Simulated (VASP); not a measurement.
Input of a VASP 6.6.1 run:

INCAR

```
SYSTEM = Nb5N4
ALGO     = Normal         ! electronic algorithm
DIPOL    = 0.5 0.5 0.500
EDIFF    = 1E-6           ! SCF threshold, eV
ENCUT    = 900            ! plane-wave cutoff, eV
GGA      = PE             ! functional
IDIPOL   = 3            
ISIF     = 2              ! what is computed and relaxed
ISMEAR   = -1             ! smearing method
LASPH    = .TRUE.         ! aspherical terms in the spheres
LCHARG   = .FALSE.        ! write CHGCAR
LDIPOL   = .TRUE.       
LREAL    = .FALSE.        ! projectors in reciprocal space
LWAVE    = .FALSE.        ! write WAVECAR
NELM     = 60             ! most SCF steps
PREC     = Accurate       ! precision mode
SIGMA    = 0.05           ! smearing width, eV
```

Contents of KPOINTS:

```
k-points
0
G
  7 7 1
  0 0 0
```

Contents of POSCAR:

```
Nb5N4
1.0
    2.9399979705      0.0000000000      0.0000000000
   -1.4699989852      2.5461129295      0.0000000000
    0.0000000000      0.0000000000     26.1600000000
Nb N
5 4
Direct
    0.0000000000      0.0000000000      0.2866972477
    0.0000000000      0.0000000000      0.3933486239
    0.0000000000      0.0000000000      0.5000000000
    0.0000000000      0.0000000000      0.6066513761
    0.0000000000      0.0000000000      0.7133027523
    0.6666666667      0.3333333334      0.3400229358
    0.6666666667      0.3333333334      0.4466743119
    0.6666666667      0.3333333334      0.5533256881
    0.6666666667      0.3333333334      0.6599770642
```

Potentials or basis: VASP PAW PBE potentials, release 64 (Nb_pv, N).

Launch:

```bash
$ cat potpaw_PBE.64/Nb_pv/POTCAR potpaw_PBE.64/N/POTCAR > POTCAR
$ mpirun -np 1 vasp_std > vasp.out
```

What does it give for the band gap on the k mesh?

None (metal or under the smearing width).

Predict the largest force.

1.494 eV/Å.

Forces in eV/Å, atoms in the order of the input:
```
Nb   0.000  0.000 -1.494
Nb   0.000  0.000 -0.481
Nb   0.000  0.000  0.000
Nb   0.000  0.000  0.481
Nb   0.000  0.000  1.494
N    0.000  0.000  0.109
N    0.000  0.000  0.020
N    0.000  0.000 -0.020
N    0.000  0.000 -0.109
```
